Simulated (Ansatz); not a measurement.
# Si + C → SiC: energy for one SiC from the elemental crystals

SiC (F-43m), 4×4×4 mesh:

```
Si C
1.0
     0.00000    2.17900    2.17900
     2.17900    0.00000    2.17900
     2.17900    2.17900    0.00000
Si C
1 1
Direct
  0.00000 0.00000 0.00000
  0.25000 0.25000 0.25000
```

Si (Fd-3m), 4×4×4 mesh:

```
CELL_PARAMETERS angstrom
0.00000 2.71550 2.71550
2.71550 0.00000 2.71550
2.71550 2.71550 0.00000
ATOMIC_POSITIONS crystal
Si 0.00000 0.00000 0.00000
Si 0.25000 0.25000 0.25000
```

C (Fd-3m), 4×4×4 mesh:

```
C
1.0
     0.00000    1.78350    1.78350
     1.78350    0.00000    1.78350
     1.78350    1.78350    0.00000
C
2
Direct
  0.00000 0.00000 0.00000
  0.25000 0.25000 0.25000
```

RPA total energy on PBE orbitals, hard PAW set made for 700 eV (Ansatz); wave cutoff 700 eV, correlation extrapolated to infinite response cutoff from cutoffs up to 280 eV, long-wavelength term: neglected.

PBE gives -0.57 eV.

Problem. What does RPA give, and how does it split?

Solution. -0.72 eV: exact exchange -0.77 eV and correlation +0.06 eV. The meshes are coarse, which can move each part by tenths of an eV, so these aren't converged reaction energies.

This ran on a trial build of the method.
